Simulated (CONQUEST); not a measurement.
**HgTe under changes of volume**

One of the cells (32.157 Å³/atom); the others are scaled copies at fixed shape and fractional positions:

```
Hg Te
1.0
     4.49720    0.00000    0.00000
     0.00000    4.49720    0.00000
     0.00000    0.00000    6.36000
Hg Te
2 2
Direct
  0.00000 0.00000 0.00000
  0.50000 0.50000 0.50000
  0.00000 0.00000 0.50000
  0.50000 0.50000 0.00000
```

Measurements of this composition are mostly on another form, of space group No. 216.

| Property | Result |
| --- | --- |
| Program | CONQUEST 1.3 |
| Functional | PBE |
| Potentials or basis | PseudoDojo NC PBE, DZP, grid of 48 × 48 × 60 points |
| k mesh | 6 × 6 × 4 |
| Occupations | fermi-dirac, width 0.05 eV |
| Spin | no spin polarisation |

| volume (Å³/atom) | energy over the lowest point (meV/atom) | pressure (GPa) |
| --- | --- | --- |
| 30.228 | 0.00 | -1.1 |
| 30.871 | 5.75 | -1.7 |
| 31.514 | ? | ? |
| 32.157 | 24.54 | -3.0 |
| 32.801 | 37.15 | -3.3 |
| 33.444 | 51.14 | -3.6 |
| 34.087 | 66.64 | -4.0 |

Task: What does the run at 31.514 Å³/atom give?

Result: Energy over the lowest point 13.86 meV/atom; pressure -2.3 GPa.

Worked out: A Birch-Murnaghan fit of order 3 (a polynomial in V^(-2/3)) to the other rows has its minimum at 29.40 Å³/atom, just outside them, with B0 = V·E''(V) = 42 GPa and B' = 5.8. It gives 14.05 meV/atom at 31.514 Å³/atom, against the run's 13.86, and -dE/dV = -2.4 GPa, against -2.3.

Energies are extrapolated to zero smearing.

Caveats: the basis of atomic orbitals isn't converged, which shifts pressures, moduli and gaps; the real-space grid breaks the cell's symmetry a little (some runs).
